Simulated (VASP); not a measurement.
Runs of VASP 6.6.1 on CaS (Oldhamite). The structure is cubic, space group Fm-3m (No. 225). Conventional cell: a = 5.686 Å, b = 5.686 Å, c = 5.686 Å, α = 90.00°, β = 90.00°, γ = 90.00°. Ca (site symmetry m-3m) is surrounded by 6 S at 2.84 Å. Around S (site symmetry m-3m) lie 6 Ca at 2.84 Å. 

```csv
task,cell,k mesh,cutoff (eV),smearing,gap on the mesh (eV),pressure (GPa),relaxed volume (Å³/atom)
single point,cell and atoms relaxed tightly for response,8 × 8 × 8,520,gaussian 0.01 eV,2.15,0.2,-
relaxation of cell and atoms,relaxed from: cell and atoms relaxed tightly for response,8 × 8 × 8,600,gaussian 0.01 eV,2.16,0.0,22.43
relaxation of cell and atoms,relaxed,8 × 8 × 8,600,gaussian 0.02 eV,2.16,0.0,22.43
single point,"Fm-3m, 22.98 Å³/atom",6 × 6 × 6,520,gaussian 0.1 eV,2.22,-1.5,-
single point,"Fm-3m, 22.36 Å³/atom",8 × 8 × 8,520,gaussian 0.02 eV,2.15,(a),-
```

Alike in all rows: level PBEsol; potentials or basis VASP PAW PBE potentials, release 64 (Ca_sv, S); no spin polarisation.

**Question.** Estimate the missing entries.

**Answer.** (a) 0.1.

Caveats: the PAW data sets were made with another functional, which shifts forces and pressure a little.

A k mesh can miss the band edges.
